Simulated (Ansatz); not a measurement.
This Ansatz (an electronic-structure program) input is the reference run, SrF2 in the fluorite structure (space group Fm-3m, No. 225), computed with PBE in Ansatz (plane waves to 420 eV, PAW, no spin-orbit coupling):

Ansatz 0.2 input:
```yaml
crystal:
  lattice:
    - [0, 2.9286374593, 2.9286374593]
    - [2.9286374593, 0, 2.9286374593]
    - [2.9286374593, 2.9286374593, 0]
  atoms:
    - { symbol: Sr, position: [0, 0, 0] }
    - { symbol: F, position: [0.25, 0.25, 0.25] }
    - { symbol: F, position: [0.75, 0.75, 0.75] }
basis: { ecutwfc: 420, ecutrho_ratio: 4, xc_grid: 2, fft_grid_basis: typed }
kpoints: { mp_grid: { grid: [10, 10, 10] } }
hamiltonian:
  xc: pbe
  dispersion: none
  pseudopotentials: { kind: paw }
scf: { occupations: { method: fermi_dirac, width: 0.05 }, convergence: { dr2_threshold: 0.0000000003 } }
output: { forces: true, stress: true }
checkpoint: { write: state.ck, write_every: 1000 }
```

### Question
Write the input for this change: every lattice vector is stretched by 4.51 %; the atoms relax in the strained cell.

### Answer
Ansatz 0.2 input:
```yaml
crystal:
  lattice:
    - [0, 3.0607190087, 3.0607190087]
    - [3.0607190087, 0, 3.0607190087]
    - [3.0607190087, 3.0607190087, 0]
  atoms:
    - { symbol: Sr, position: [0, 0, 0] }
    - { symbol: F, position: [0.25, 0.25, 0.25] }
    - { symbol: F, position: [0.75, 0.75, 0.75] }
basis: { ecutwfc: 420, ecutrho_ratio: 4, xc_grid: 2, fft_grid_basis: typed }
kpoints: { mp_grid: { grid: [10, 10, 10] } }
hamiltonian:
  xc: pbe
  dispersion: none
  pseudopotentials: { kind: paw }
scf: { occupations: { method: fermi_dirac, width: 0.05 }, convergence: { dr2_threshold: 0.0000000003 } }
relax: { f_tol: 0.005, max_steps: 50 }
output: { forces: true, stress: true }
checkpoint: { write: state.ck, write_every: 1000 }
```
This is the input that was run.

Whether these cells are dynamically stable was not tested.
